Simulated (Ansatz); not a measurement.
# AlNi: convergence and cost

An exercise on one series of results from a longer session: the logs are not shown, and one member is left open.

Program: Ansatz 0.2.0. Level of theory: DFT r2SCAN, scalar-relativistic, plane waves, PAW. These are calculated values, not measurements.

## Starting point

The structure is orthorhombic, space group Cmmm (No. 65). The conventional cell has a = 3.877 Å, b = 3.906 Å, c = 3.099 Å, α = 90.00°, β = 90.00°, γ = 90.00°. Around Al (site symmetry mmm) lie 8 Ni at 2.48 to 2.49 Å and 4 Al at 2.75 Å. Ni (site symmetry mmm) is surrounded by 8 Al at 2.48 to 2.49 Å and 4 Ni at 2.75 Å.

Coordinates:

```cif
data_structure
_symmetry_space_group_name_H-M 'Cmmm'
_symmetry_Int_Tables_number 65
_cell_length_a 3.8774
_cell_length_b 3.9064
_cell_length_c 3.0994
_cell_angle_alpha 90.000
_cell_angle_beta 90.000
_cell_angle_gamma 90.000
_cell_volume 46.95
loop_
_atom_site_label
_atom_site_type_symbol
_atom_site_symmetry_multiplicity
_atom_site_Wyckoff_symbol
_atom_site_fract_x
_atom_site_fract_y
_atom_site_fract_z
_atom_site_occupancy
Al1 Al 2 a 0.00000 0.00000 0.00000 1
Ni1 Ni 2 c 0.50000 0.00000 0.50000 1
```

The structure comes from the Materials Project (structure only); it is used as listed.

## The base input

input.yaml reads:

```yaml
crystal:
  lattice:
    - [1.938694, -1.95319015, 0.0]
    - [1.938694, 1.95319015, 0.0]
    - [0.0, 0.0, 3.0994300413]
  atoms:
    - { symbol: Al, position: [0.0, 0.0, 0.0] }
    - { symbol: Ni, position: [0.5, 0.5, 0.5] }
basis:
  ecutwfc: 500
kpoints:
  mp_grid: { grid: [16, 16, 14] }
hamiltonian:
  xc: r2scan
scf:
  occupations: { method: gaussian, width: 0.1 }
output:
  forces: true
  stress: true
  eigenvalues: true
  populations: true
```

Its results, from an earlier run: -3193.5034 eV/atom at zero smearing, pressure 0.56 GPa, largest force 0.000 eV/Å, no gap on the mesh, in 8 SCF cycles and 34 s.

Set-up of the first run:

input.yaml reads:

```yaml
crystal:
  lattice:
    - [1.938694, -1.95319015, 0.0]
    - [1.938694, 1.95319015, 0.0]
    - [0.0, 0.0, 3.0994300413]
  atoms:
    - { symbol: Al, position: [0.0, 0.0, 0.0] }
    - { symbol: Ni, position: [0.5, 0.5, 0.5] }
basis:
  ecutwfc: 500
kpoints:
  mp_grid: { grid: [8, 8, 7] }
hamiltonian:
  xc: r2scan
scf:
  occupations: { method: gaussian, width: 0.01 }
output:
  forces: true
  stress: true
  eigenvalues: true
```

On the command line:

```sh
$ ansatz run input.yaml --threads 1 --pin off --max-ram 2560MiB --backend cpu --events-out ev --progress --plain --runs-dir out
```

Steps of the session up to this table: Smearing width on a coarse mesh set to Gaussian 0.01 eV; Smearing width on a coarse mesh set to Gaussian 0.05 eV; Smearing width on a coarse mesh set to Gaussian 0.1 eV; Smearing width on a coarse mesh: Gaussian 0.2 eV; Smearing width on a coarse mesh: Gaussian 0.4 eV; Level of the exchange-correlation grid: 1; Level of the exchange-correlation grid: 2; Level of the exchange-correlation grid: 3; Level of the exchange-correlation grid set to 4.

One table of the session follows, with a row left open; its other results are not shown here.

It belongs to the step «The sweep of the level of the exchange-correlation grid side by side». 

```
level  ΔE (meV/atom)
    1          -0.14
    2              ?
    3           0.00
    4           0.00
```

**Question.** Estimate the row for level = 2.

Worked estimate for «ΔE (meV/atom)». A straight line through the neighbours (1, -0.14) and (3, 0.00) gives -0.14 + (0.00 + 0.14) × (2 − 1) / (3 − 1) = -0.07; a parabola fitted to 3 rows on both sides gives -0.05.

**Answer.** ΔE (meV/atom): 0.01. In «ΔE (meV/atom)» the line misses by -0.08 and the parabola by -0.06. Between these rows the values bend or scatter more than so simple an estimate can follow.

Limits of these values: The final runs have no spin polarisation, so no magnetic state was tried and one may lie lower.
